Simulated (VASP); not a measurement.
# CoO (P1) in VASP: single point with LDA

Aim: the single point of CoO with LDA.

Everything below comes from runs of VASP 6.6.1. Logs are shortened: lines on timing, memory, paths and dates and some standing lists are left out, and cuts for length are marked.

### 1 Starting point

The typed cell holds 2 atoms: a = 2.996 Å, b = 2.996 Å, c = 2.996 Å, α = 60.33°, β = 60.33°, γ = 60.33°.

The cell is a database's computed one.

### 2 Single point, LDA, collinear spin, typed start

File INCAR:

```
PREC = Accurate
ENCUT = 520
EDIFF = 1E-6
ISMEAR = 1
SIGMA = 0.05
LREAL = F
LASPH = T
NELM = 150
ALGO = Normal
ISIF = 2
LWAVE = F
LCHARG = F
ISPIN = 2
MAGMOM = 2 0
LORBIT = 11
LMAXMIX = 4
GGA = CA
NBANDS = 18
```

File KPOINTS:

```
Automatic mesh
0
Gamma
  8 8 8
```

File POSCAR:

```
CoO
1.0
    1.5054695445      0.8691832468      2.4399269062
   -1.5054695445      0.8691832468      2.4399269062
    0.0000000000     -1.7383664936      2.4399269062
Co O
1 1
Direct
   -0.0031710000      0.0001870000      0.0063720000
    0.4702160000      0.5156830000      0.5098730000
```

Potentials or basis: VASP PAW LDA potentials, release 64 (Co, O).

The run is started by

```bash
$ cat potpaw_LDA.64/Co/POTCAR potpaw_LDA.64/O/POTCAR > POTCAR
$ mpirun -np 1 vasp_std > vasp.out
```

OUTCAR:

```text
PREC = Accurate
   ENCUT = 520
   EDIFF = 1E-6
   ISMEAR = 1
   LREAL = F
   LASPH = T
   NELM = 150
   ISIF = 2
   ISPIN = 2
   LORBIT = 11
   GGA = CA

 ion  position               nearest neighbor table
   1  0.997  0.000  0.006-   2 2.08   2 2.08   2 2.10   2 2.15   2 2.17   2 2.17
   2  0.470  0.516  0.510-   1 2.08   1 2.08   1 2.10   1 2.15   1 2.17   1 2.17

  LATTYP: Found a trigonal (rhomboedric) cell.
 ALAT       =     2.9958573687
 COS(alpha) =     0.4949531368

  Lattice vectors:

 A1 = (   1.5054695445,   0.8691832468,   2.4399269062)
 A2 = (  -1.5054695445,   0.8691832468,   2.4399269062)
 A3 = (   0.0000000000,  -1.7383664936,   2.4399269062)

Analysis of symmetry for initial positions (statically):
=====================================================================
 Subroutine PRICEL returns:
 Original cell was already a primitive cell.

 Routine SETGRP: Setting up the symmetry group for a
 trigonal (rhombohedral) supercell.

 Subroutine GETGRP returns: Found  1 space group operations
 (whereof  1 operations were pure point group operations)
 out of a pool of 12 trial point group operations.

The static configuration has the point symmetry C_1 .

Analysis of symmetry for dynamics (positions and initial velocities):
=====================================================================
 Subroutine PRICEL returns:
 Original cell was already a primitive cell.

 Routine SETGRP: Setting up the symmetry group for a
 trigonal (rhombohedral) supercell.

 Subroutine GETGRP returns: Found  1 space group operations
 (whereof  1 operations were pure point group operations)
 out of a pool of 12 trial point group operations.

The dynamic configuration has the point symmetry C_1 .

Analysis of structural, dynamic, and magnetic symmetry:
=====================================================================
 Subroutine PRICEL returns:
 Original cell was already a primitive cell.

 Routine SETGRP: Setting up the symmetry group for a
 trigonal (rhombohedral) supercell.

 Subroutine GETGRP returns: Found  1 space group operations
 (whereof  1 operations were pure point group operations)
 out of a pool of 12 trial point group operations.

The overall configuration has the point symmetry C_1 .

 Subroutine INISYM returns: Found  1 space group operations
 (whereof  1 operations are pure point group operations),
 and found     1 'primitive' translations

----------------------------------------------------------------------------------------

                                     Primitive cell

  volume of cell :      19.1563

  direct lattice vectors                    reciprocal lattice vectors
     1.505469544  0.869183247  2.439926906     0.332122295  0.191750896  0.136616114
    -1.505469544  0.869183247  2.439926906    -0.332122295  0.191750896  0.136616114
     0.000000000 -1.738366494  2.439926906     0.000000000 -0.383501793  0.136616114

  length of vectors
     2.995857369  2.995857369  2.995857369     0.407108816  0.407108816  0.407108816

  position of ions in fractional coordinates (direct lattice)
     0.996829000  0.000187000  0.006372000
     0.470216000  0.515683000  0.509873000

  ion indices of the primitive-cell ions
   primitive index   ion index
                 1           1
                 2           2

----------------------------------------------------------------------------------------

 KPOINTS: Automatic mesh

Automatic generation of k-mesh.
 Grid dimensions read from file:
 generate k-points for:    8    8    8

 Generating k-lattice:

  Cartesian coordinates                     Fractional coordinates (reciprocal lattice)
     0.041515287  0.023968862  0.017077014     0.125000000  0.000000000  0.000000000
    -0.041515287  0.023968862  0.017077014     0.000000000  0.125000000  0.000000000
     0.000000000 -0.047937724  0.017077014     0.000000000  0.000000000  0.125000000

  Length of vectors
     0.050888602  0.050888602  0.050888602

  Shift w.r.t. Gamma in fractional coordinates (k-lattice)
     0.000000000  0.000000000  0.000000000

 Subroutine IBZKPT returns following result:
 ===========================================

 Found    260 irreducible k-points:

 Following reciprocal coordinates:
            Coordinates               Weight
  0.000000  0.000000  0.000000      1.000000
  0.125000  0.000000  0.000000      2.000000
  0.000000  0.125000  0.000000      2.000000
  0.000000  0.000000  0.125000      2.000000
  0.250000  0.000000  0.000000      2.000000
  0.000000  0.250000  0.000000      2.000000
[... 16 lines left out ...]
  0.375000  0.125000  0.000000      2.000000
 -0.375000 -0.000000 -0.125000      2.000000
 [... further k-points ...]
   k-points           NKPTS =    260   k-points in BZ     NKDIM =    260   number of bands    NBANDS=     18
   number of dos      NEDOS =    301   number of ions     NIONS =      2
   total plane-waves  NPLWV =  13824
   dimension x,y,z NGX =    24 NGY =   24 NGZ =   24
   dimension x,y,z NGXF=    48 NGYF=   48 NGZF=   48
   ions per type =               1   1
   NGX,Y,Z   is equivalent  to a cutoff of  13.32, 13.32, 13.32 a.u.
   NGXF,Y,Z  is equivalent  to a cutoff of  26.64, 26.64, 26.64 a.u.
 SYSTEM =  unknown system
   PREC   = accura    normal or accurate (medium, high low for compatibility)
   ISTART =      0    job   : 0-new  1-cont  2-samecut
   ICHARG =      2    charge: 1-file 2-atom 10-const
   ISPIN  =      2    spin polarized calculation?
   LNONCOLLINEAR =      F non collinear calculations
   LSORBIT =      F    spin-orbit coupling
   LASPH  =      T    aspherical Exc in radial PAW
   ENCUT  =  520.0 eV  38.22 Ry    6.18 a.u.   5.57  5.57  5.57*2*pi/ulx,y,z
   NELM   =    150;   NELMIN=  2; NELMDL= -5     # of ELM steps
   EDIFF  = 0.1E-05   stopping-criterion for ELM
   LREAL  =      F    real-space projection
   EDIFFG = 0.1E-04   stopping-criterion for IOM
   NSW    =      0    number of steps for IOM
   IBRION =     -1    ionic relax: 0-MD 1-quasi-New 2-CG
   NFREE  =      0    steps in history (QN), initial steepest desc. (CG)
   ISIF   =      2    stress and relaxation
   ISYM   =      2    0-nonsym 1-usesym 2-fastsym
   POTIM  = 0.5000    time-step for ionic-motion
   TEBEG  =    0.0;   TEEND  =   0.0 temperature during run
   PSTRESS=    0.0 pullay stress
   NELECT =      15.0000    total number of electrons
   NUPDOWN=      -1.0000    fix difference up-down
   EMIN   =  10.00;   EMAX   =-10.00  energy-range for DOS
   EFERMI =   0.00;   METHOD = LEGACY
   ISMEAR =     1;   SIGMA  =   0.05  broadening in eV -4-tet -1-fermi 0-gaus
   EFERMI_NEDOS =   21; number of points for ismear=-14 and -15
   IALGO  =     38    algorithm
   IMIX   =      4    mixing-type and parameters
     AMIX     =   0.40;   BMIX     =  1.00
     AMIX_MAG =   1.60;   BMIX_MAG =  1.00
  volume/ion in A,a.u.               =       9.58        64.64
  Fermi-wavevector in a.u.,A,eV,Ry     =   1.508927  2.851458 30.978555  2.276860
  Thomas-Fermi vector in A             =   2.619316
   LORBIT       =     11    0 simple, 1 ext, 2 COOP (PROOUT), +10 PAW based schemes
   GGA     = CA    functional components
   LHFCALC =     F    Hartree Fock is set to
   AEXX    =    0.0000 exact exchange contribution
   IVDW    =     0    specifies the selected vdW correction
   LEPSILON=     F    determine dielectric tensor
   LRPA    =     F    only Hartree local field effects (RPA)
 spin polarized calculation
 Methfessel and Paxton  Order N= 1 SIGMA  =   0.05
  energy-cutoff  :      520.00
  volume of cell :       19.16
 maximum number of plane-waves:       534
 NGX is ok and might be reduce to    24
   NGX = 11   NGY = 11   NGZ = 11

 number of electron      15.0000000 magnetization       2.8278633

 Free energy of the ion-electron system (eV)
  ---------------------------------------------------
  ext. energy  EPLUGINS =         0.00000000
  ---------------------------------------------------
  free energy    TOTEN  =       -14.66774971 eV

  energy without entropy =      -14.66811216  energy(sigma->0) =      -14.66787053

 E-fermi :   7.7466     XC(G=0): -12.9342

 val. band max:        7.7464416190   @ k =   0.5000   0.2500   0.2500
 cond. band min:       7.7468942330   @ k =   0.0000  -0.2500   0.2500
 fundamental gap:      0.0004526139
 Fermi energy:         7.7466177251

 spin component 1

 k-point     1 :       0.0000    0.0000    0.0000
  band No.  band energies     occupation
      1     -12.3841      1.00000
      2       4.1825      1.00000
      3       4.2131      1.00000
      4       4.2539      1.00000
      5       4.7496      1.00000
      6       4.7674      1.00000
[... 10 lines left out ...]
     17      29.2353      0.00000
     18      32.5879      0.00000
[... 463 lines left out ...]
 k-point    24 :      -0.3750   -0.0000   -0.1250
  band No.  band energies     occupation
      1     -11.3878      1.00000
      2       0.3818      1.00000
      3       1.9636      1.00000
      4       2.3056      1.00000
      5       5.0372      1.00000
      6       5.4471      1.00000
[... 10 lines left out ...]
     17      35.1237      0.00000
     18      36.7660      0.00000

 [... further k-points ...]

 spin component 2

 k-point     1 :       0.0000    0.0000    0.0000
  band No.  band energies     occupation
      1     -11.8644      1.00000
      2       4.9377      1.00000
      3       4.9472      1.00000
      4       4.9930      1.00000
      5       6.6530      1.00000
      6       6.6870      1.00000
[... 10 lines left out ...]
     17      30.0424      0.00000
     18      33.3768      0.00000
[... 463 lines left out ...]
 k-point    24 :      -0.3750   -0.0000   -0.1250
  band No.  band energies     occupation
      1     -10.8396      1.00000
      2       1.0118      1.00000
      3       3.0133      1.00000
      4       3.3682      1.00000
      5       6.9508      1.00000
      6       7.5969      1.00010
[... 10 lines left out ...]
     17      35.5642      0.00000
     18      37.2582      0.00000

 [... further k-points ...]

------------------------ aborting loop because EDIFF is reached ----------------------------------------

  FORCE on cell =-STRESS in cart. coord.  units (eV):
  Direction    XX          YY          ZZ          XY          YZ          ZX
  --------------------------------------------------------------------------------------
  -------------------------------------------------------------------------------------
  Total       -2.1752036     -2.1774349     -2.1700564     -0.0159228     -0.0233345      0.0033804
  in kB     -181.9278170   -182.1144389   -181.4973221     -1.3317416     -1.9516331      0.2827302
  external PRESSURE =    -181.8465260 kB  Pullay stress =       0.0000000 kB

 VOLUME and BASIS-vectors are now :
 -----------------------------------------------------------------------------
  energy-cutoff  :      520.00
  volume of cell :       19.16
      direct lattice vectors                 reciprocal lattice vectors
     1.505469544  0.869183247  2.439926906     0.332122295  0.191750896  0.136616114
    -1.505469544  0.869183247  2.439926906    -0.332122295  0.191750896  0.136616114
     0.000000000 -1.738366494  2.439926906     0.000000000 -0.383501793  0.136616114

 POSITION                                       TOTAL-FORCE (eV/Angst)
 -----------------------------------------------------------------------------------
      1.50041      0.85551      2.44819         0.060026      0.017111      0.017633
     -0.06845     -0.02942      3.64957        -0.060026     -0.017111     -0.017633
 -----------------------------------------------------------------------------------
    total drift:                                0.000108      0.000109      0.000035

  FREE ENERGIE OF THE ION-ELECTRON SYSTEM (eV)
  ---------------------------------------------------
  free  energy   TOTEN  =       -14.6677497143 eV

  energy  without entropy=      -14.6681121579  energy(sigma->0) =      -14.66787053

 total charge

# of ion       s       p       d       tot
------------------------------------------
    1        0.300   0.367   7.188   7.855
    2        1.545   3.388   0.000   4.934
--------------------------------------------------
tot          1.845   3.756   7.188  12.789

 magnetization (x)

# of ion       s       p       d       tot
------------------------------------------
    1        0.019   0.019   2.412   2.450
    2        0.029   0.285   0.000   0.314
--------------------------------------------------
tot          0.048   0.304   2.412   2.764
```

Wall time 94 s (1 thread of Intel Xeon Platinum 8488C (Sapphire Rapids), shared host); peak memory 0.24 GiB.

Results:

```yaml
Free_energy: -14.6677 eV
Pressure: -18.2 GPa
Largest_force: 0.065 eV/Å
Band_gap_on_the_k_mesh: none (metal or under the smearing width)
Net_moment: 2.83 μB per cell
Site_moments: Co +2.45; O +0.31 μB
Valence_electrons_inside_the_program's_atomic_spheres: Co 7.86; O 4.93
```

Forces in eV/Å, atoms in the order of the input:
```
Co   0.060  0.017  0.018
O   -0.060 -0.017 -0.018
```

Levels at points of the mesh, in eV from the Fermi level:
Spin up:
```csv
k point,band 6,band 7,band 8,band 9,band 10,band 11,band 12,band 13
"(0.00, 0.00, 0.00)",-2.98,-2.81,-2.77,-2.72,1.00,16.62,17.94,17.95
"(0.50, 0.00, 0.00)",-2.21,-1.72,0.26,0.27,4.96,9.18,13.26,13.36
"(0.00, 0.50, 0.00)",-2.21,-1.72,0.23,0.26,4.97,9.18,13.28,13.38
"(0.00, 0.00, 0.50)",-2.21,-1.73,0.22,0.24,4.98,9.18,13.30,13.38
"(0.50, 0.50, 0.00)",-2.56,-2.07,-1.95,-1.94,5.76,9.64,11.56,15.61
"(0.50, 0.00, 0.50)",-2.58,-2.07,-1.95,-1.94,5.76,9.67,11.57,15.58
"(0.00, 0.50, 0.50)",-2.58,-2.07,-1.95,-1.94,5.76,9.66,11.56,15.55
"(0.50, 0.50, 0.50)",-2.22,-1.70,0.23,0.26,4.92,9.29,13.18,13.21
```
Spin down:
| k point | band 4 | band 5 | band 6 | band 7 | band 8 | band 9 |
| --- | --- | --- | --- | --- | --- | --- |
| (0.00, 0.00, 0.00) | -2.75 | -1.09 | -1.06 | -1.03 | -0.39 | -0.36 |
| (0.50, 0.00, 0.00) | -4.87 | -0.13 | -0.10 | 0.21 | 2.34 | 2.36 |
| (0.00, 0.50, 0.00) | -4.86 | -0.13 | -0.11 | 0.20 | 2.30 | 2.35 |
| (0.00, 0.00, 0.50) | -4.85 | -0.13 | -0.10 | 0.20 | 2.29 | 2.33 |
| (0.50, 0.50, 0.00) | -3.98 | -2.19 | 0.06 | 0.18 | 0.18 | 0.56 |
| (0.50, 0.00, 0.50) | -3.97 | -2.22 | 0.05 | 0.18 | 0.18 | 0.55 |
| (0.00, 0.50, 0.50) | -3.99 | -2.21 | 0.06 | 0.18 | 0.18 | 0.56 |
| (0.50, 0.50, 0.50) | -4.91 | -0.10 | -0.10 | 0.22 | 2.31 | 2.35 |

Caveat: so large a pressure means that the cell lies far from this level's equilibrium, or that cutoff or potentials fall short; a cell with one magnetic atom can't hold antiferromagnetic order, which such compounds often take; semilocal functionals often make such compounds metallic where correlation or magnetic order opens a gap, which also shifts bond lengths. With open d or f shells a metallic result of LDA can be an artefact of self-interaction; +U or a hybrid may open a gap.
